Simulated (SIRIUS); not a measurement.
Runs of SIRIUS 7.12.0 on AlNi. The structure is cubic, space group Pm-3m (No. 221). The conventional cell has a = 2.881 Å, b = 2.881 Å, c = 2.881 Å, α = 90.00°, β = 90.00°, γ = 90.00°. Around Ni (site symmetry m-3m) lie 8 Al at 2.50 Å. Around Al (site symmetry m-3m) lie 8 Ni at 2.50 Å. 

```tsv
task	level	potentials or basis	spin	cutoff (eV)	smearing	muffin tin radii	basis cutoff (gk_cutoff)	valence relativity	reference energy of the basis	coordinate units	gap on the mesh (eV)	moment (μB)	V0 of scaled cells (Å³/atom)	B0 (GPa)
single point	SG4	all-electron FP-LAPW (no relativity for the valence), apw+lo standard	off	187	fermi-dirac 0.02 eV	Al 2.27, Ni 2.37 bohr	3.71 1/bohr	none	0.31 Ha	lattice	none	-	-	-
single point	APBE	all-electron FP-LAPW (ZORA valence), apw+lo standard	collinear, ferromagnetic start	187	gaussian 0.05 eV	Al 2.27, Ni 2.37 bohr	3.71 1/bohr	zora	0.31 Ha	A	none	0.00	-	-
single point	EV93PW91	all-electron FP-LAPW, apw+lo standard	collinear, random start	187	fermi-dirac 0.1 eV	Al 2.27, Ni 2.37 bohr	3.71 1/bohr	iora	0.31 Ha	scaled	none	0.00	-	-
equation of state	PBE	all-electron FP-LAPW, apw+lo standard	off	195	gaussian 0.02 eV	Al 2.22, Ni 2.32 bohr	3.79 1/bohr	iora	-	A	-	-	12.09	160
equation of state	BLYP	all-electron FP-LAPW, apw+lo standard	collinear, ferromagnetic start	195	fermi-dirac 0.05 eV	Al 2.22, Ni 2.32 bohr	3.79 1/bohr	iora	-	-	-	-	12.46	(a)
```

Alike in all rows: cell as given; k mesh 9 × 9 × 9.

Task: Fill in the values left out.

Result: (a) 142.

A k mesh can miss the band edges.

A gap of «none» marks a metal or a gap under the smearing width.

Not every run made on this cell is shown here.
